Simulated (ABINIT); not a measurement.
V:

```
CELL_PARAMETERS angstrom
-1.51435 1.51435 1.51435
1.51435 -1.51435 1.51435
1.51435 1.51435 -1.51435
ATOMIC_POSITIONS crystal
V 0.00000 0.00000 0.00000
```

Base run:

```yaml
Program: ABINIT 10.8.3 (patched build)
Functional: PBEsol
Potentials_or_basis: JTH PAW PBE v2.0
Cutoff: 408 eV
k_mesh: 12 × 12 × 12
Occupations: fermi-dirac, width 0.05 eV
Spin: collinear spin, ferromagnetic start
Starting_moments: "[2.0] μB"
```

Its results: band gap on the k mesh none (metal or under the smearing width); pressure -11.3 GPa; net moment 0.00 μB per cell.

Question: After a change of settings the same cell gave: band gap on the k mesh none (metal or under the smearing width); pressure -12.0 GPa; net moment 0.00 μB per cell. Which change was it?
A. k mesh from 12 × 12 × 12 to 5 × 5 × 5
B. functional from PBEsol to BLYP
C. functional from PBEsol to PBE; k mesh from 12 × 12 × 12 to 7 × 7 × 7
D. potentials or basis from JTH PAW PBE v2.0 to PseudoDojo NC SR PBEsol v0.4.1 standard; cutoff from 408 eV to 1143 eV

Answer: D.

Caveats: the PAW data sets were made with another functional, which shifts forces and pressure a little (some runs).

Not every run made on this cell is shown here.
